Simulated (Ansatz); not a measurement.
All numbers below come from Ansatz, DFT PBE, scalar-relativistic, plane waves, PAW. All cells share a 420 eV cutoff and Γ-centred k meshes spaced at most about 0.3 Å⁻¹ (about 0.25 or finer for metals, 2π included). No spin polarisation.

All energies are static (0 K, no zero-point motion).

Task: Order these relaxed structures of ZrSi₇ by energy, lowest first, with the energy over the lowest of them.
A. Space group P6/mmm (No. 191), hexagonal, a = 5.218 Å, c = 5.218 Å. Zr has 2 Si at 2.61 Å and 12 Si at 2.94 Å; around Si on a site of symmetry 2mm lie 6 Si at 2.52–2.70 Å, 2 Si at 2.90 Å and 2 Zr at 2.94 Å; Si on a site of symmetry 6/mmm has 2 Zr at 2.61 Å and 12 Si at 2.90 Å.
B. Space group P2_1 (No. 4), monoclinic, a = 5.101 Å, b = 5.258 Å, c = 9.694 Å, β = 99.6°. Around Zr lie 13 Si at 2.76–3.22 Å; Si on its first site is surrounded by 6 Si at 2.42–2.58 Å, 1 Zr at 2.84 Å and 1 Zr at 3.08 Å; Si on its second site is surrounded by 6 Si at 2.54–2.66 Å and 2 Zr at 2.85–2.95 Å; Si on its third site is surrounded by 7 Si at 2.50–2.93 Å, 1 Zr at 2.94 Å, 3 Si at 3.20–3.37 Å and 1 Zr at 3.22 Å; 4 more sites not described.
C. Space group R3m (No. 160), trigonal, a = 7.684 Å, c = 7.608 Å. Around Zr lie 13 Si at 2.77–2.92 Å; Si on a site of symmetry 1 has 6 Si at 2.51–2.69 Å, 2 Zr at 2.82–2.92 Å and 1 Si at 3.07 Å; around Si on a site of symmetry 3m lie 6 Si at 2.69 Å, 1 Zr at 2.77 Å and 6 Si at 3.07 Å.

Result: B (0 meV/atom), A (38 meV/atom), C (91 meV/atom). Counting Si atoms around Zr (those within 1.25 times the shortest such distance or 1.15 times the sum of covalent radii, 1.27 where that leaves under three; a plus sign parts nearer from farther groups): B has Zr 13; A has Zr 2+12; C has Zr 13. B holds Si–Si bonds in all directions (shortest 2.37 Å); A holds Si–Si nets (shortest 2.52 Å); C holds Si–Si bonds in all directions (shortest 2.51 Å). Origin: A and C, invented; B, invented, then shaken at random and relaxed again.

Cells relaxed within their symmetry can be saddle points. Some structure types and database cells were kept out of the candidates from the start, so a known form may be missing.
